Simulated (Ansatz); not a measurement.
Input and command of a plane-wave DFT calculation in Ansatz:

```yaml
crystal:
  lattice:
    - [0.0422531364, 2.2535006075, 2.2535006075]
    - [2.2535006075, 0.0422531364, 2.2535006075]
    - [2.2957537439, 2.2957537439, 0.0]
  atoms:
    - { symbol: Ga, position: [0.0, 0.0, 0.0] }
    - { symbol: "N", position: [0.75, 0.75, 0.75] }
basis:
  ecutwfc: 420
kpoints:
  mp_grid: { grid: [10, 10, 10] }
hamiltonian:
  xc: pbe
scf:
  occupations: { method: gaussian, width: 0.05 }
output:
  forces: true
  stress: true
  eigenvalues: true
```

```bash
ansatz run input.yaml --threads 1 --pin off --max-ram 2560MiB --backend cpu --events-out ev --progress --plain --runs-dir out
```

Processor: Intel(R) Xeon(R) Platinum 8375C CPU @ 2.90GHz (Ice Lake), 1 thread, on a host shared with other jobs.

Estimate time, memory and problem size.

About 3.4 s on 1 thread of Intel(R) Xeon(R) Platinum 8375C CPU @ 2.90GHz (Ice Lake), with other jobs on the host, peak memory 0.41 GiB. It solves 13 bands at 171 k points (the mesh reduced by symmetry) with about 443 plane waves, in 6 SCF iterations.
